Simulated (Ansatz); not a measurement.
# CoSi2: a hydrostatic pressure series

One table from this session's results is given with a row withheld; the runs are named, their logs left out.

Method: DFT PBEsol, scalar-relativistic, plane waves, PAW, in Ansatz 0.2.0.

1 further run of the same task is left out (set aside as unsound or not needed).

**The starting structure**

It takes space group Fm-3m (No. 225, cubic). The conventional cell has a = 5.313 Å, b = 5.313 Å, c = 5.313 Å, α = 90.00°, β = 90.00°, γ = 90.00°. Co (site symmetry m-3m) is surrounded by 8 Si at 2.30 Å. Si (site symmetry -43m) is surrounded by 4 Co at 2.30 Å.

Coordinates:

```cif
data_structure
_symmetry_space_group_name_H-M 'Fm-3m'
_symmetry_Int_Tables_number 225
_cell_length_a 5.3125
_cell_length_b 5.3125
_cell_length_c 5.3125
_cell_angle_alpha 90.000
_cell_angle_beta 90.000
_cell_angle_gamma 90.000
_cell_volume 149.93
loop_
_atom_site_label
_atom_site_type_symbol
_atom_site_symmetry_multiplicity
_atom_site_Wyckoff_symbol
_atom_site_fract_x
_atom_site_fract_y
_atom_site_fract_z
_atom_site_occupancy
Co1 Co 4 a 0.00000 0.00000 0.00000 1
Si1 Si 8 c 0.25000 0.75000 0.75000 1
```

This cell was relaxed beforehand with the same method: volume 12.49 Å³/atom, gap on the mesh none (metal).

Set-up of the first run:

The input, input.yaml:

```yaml
crystal:
  lattice:
    - [0.0, 2.6647552741, 2.6647552741]
    - [2.6647552741, 0.0, 2.6647552741]
    - [2.6647552741, 2.6647552741, 0.0]
  atoms:
    - { symbol: Co, position: [0.0, 0.0, 0.0] }
    - { symbol: Si, position: [0.25, 0.25, 0.25] }
    - { symbol: Si, position: [0.75, 0.75, 0.75] }
basis:
  ecutwfc: 420
kpoints:
  mp_grid: { grid: [14, 14, 14] }
hamiltonian:
  xc: pbesol
scf:
  occupations: { method: gaussian, width: 0.1 }
output:
  forces: true
  stress: true
  eigenvalues: true
relax:
  adjacent_minimum: "off"
  f_tol: 0.008
  max_steps: 50
  cell: { stress_tol: 0.08, p_target: -1.0 }
```

Started as:

```bash
> ansatz run input.yaml --threads 1 --pin off --max-ram 2560MiB --backend cpu --events-out ev --progress --plain --runs-dir out
```

Among the steps run: Target pressure -1 GPa; Relaxing at 1 GPa; Target pressure 4 GPa; 12 GPa; Target pressure 25 GPa; 50 GPa; 90 GPa.

One of the session's tables, all rows but one given; the rest of the session is left out.

It belongs to the step «Volume, cell and gap against pressure». Lengths are those of the vectors of the cell that was run:

| P (GPa) | V (Å³/atom) | a (Å) | b (Å) | c (Å) | ΔH (eV/atom) |
| --- | --- | --- | --- | --- | --- |
| -1 | 12.56 | 3.763 | 3.763 | 3.763 | -0.078 |
| 0 | 12.49 | 3.757 | 3.757 | 3.757 | 0.000 |
| 1 | ? | ? | ? | ? | ? |
| 4 | 12.25 | 3.732 | 3.732 | 3.732 | 0.309 |
| 12 | 11.83 | 3.689 | 3.689 | 3.689 | 0.910 |
| 25 | 11.28 | 3.630 | 3.630 | 3.630 | 1.846 |
| 50 | 10.49 | 3.543 | 3.543 | 3.543 | 3.540 |
| 90 | 9.61 | 3.442 | 3.442 | 3.442 | 6.042 |

Q: Estimate the row for P (GPa) = 1 from the others.

Worked estimate for «V (Å³/atom)». A straight line through the neighbours (0, 12.49) and (4, 12.25) gives 12.49 + (12.25 − 12.49) × (1 − 0) / (4 − 0) = 12.43; a parabola fitted to 4 rows on both sides gives 12.43.

As computed: V (Å³/atom): 12.43; a (Å): 3.750; b (Å): 3.750; c (Å): 3.750; ΔH (eV/atom): 0.078. In «V (Å³/atom)» the line misses by 0.00 and the parabola by 0.00.

ΔH is E + PV over the energy at zero pressure; a, b and c are the vectors of the computed cell. 

Limits of these values: Other structures may take over in this range; these runs cannot find them. Spin polarisation is off in the runs that give these values; a magnetic solution could lie lower.
